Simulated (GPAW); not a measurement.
Crystal: Si.

```xyz
1
Lattice="2.4327 0.0000 0.0000 -1.2163 2.1068 0.0000 0.0000 0.0000 2.2896" Properties=species:S:1:pos:R:3 pbc="T T T"
Si    0.0000    0.0000    0.0000
```

This isn't the form of Si at room conditions, which is diamond.

The cell isn't the ideal one: volume scaled by 0.8.

```yaml
Program: GPAW 26.7.0
Task: relaxation of cell and atoms
Functional: LDA
Potentials_or_basis: the program's PAW data sets (release 1.2.1) made for this functional
Cutoff: 600 eV
Basis: pw
k_mesh: 12 × 12 × 11
Occupations: gaussian, width 0.05 eV
Spin: collinear spin, ferromagnetic start
Starting_moments: "[0.5] μB"
```

At the start: pressure 42.0 GPa; volume 11.73 Å³/atom.

Task: Where does the relaxation end?

Result: Over 5 steps the energy falls by 310.1 meV/atom and the volume is 14.58 Å³/atom (+24.3 %); space group P6/mmm (No. 191, to 0.05 Å); moment 0.00 μB per cell.

The path:
| step | energy change (eV) | largest force (eV/Å) | pressure (GPa) | volume (Å³) |
| --- | --- | --- | --- | --- |
| 1 | 0.0000 | 0.0000 | 41.99 | 11.73 |
| 2 | -0.2679 | 0.0000 | 12.19 | 13.39 |
| 3 | -0.3078 | 0.0000 | 2.49 | 14.29 |
| 4 | -0.3101 | 0.0000 | 0.23 | 14.55 |
| 5 | -0.3101 | 0.0000 | -0.01 | 14.58 |

Final structure:
```cif
data_structure
_symmetry_space_group_name_H-M 'P 1'
_symmetry_Int_Tables_number 1
_cell_length_a 2.6052
_cell_length_b 2.6052
_cell_length_c 2.4811
_cell_angle_alpha 90.000
_cell_angle_beta 90.000
_cell_angle_gamma 120.000
_cell_volume 14.58
loop_
_atom_site_label
_atom_site_type_symbol
_atom_site_fract_x
_atom_site_fract_y
_atom_site_fract_z
_atom_site_occupancy
Si1 Si 0.00000 0.00000 0.00000 1
```

Caveat: each step starts from the last one's moments, so a moment once lost doesn't come back; later steps reuse the first step's grids; the volume moved by over 15 % at a fixed basis, so the end points are rough.
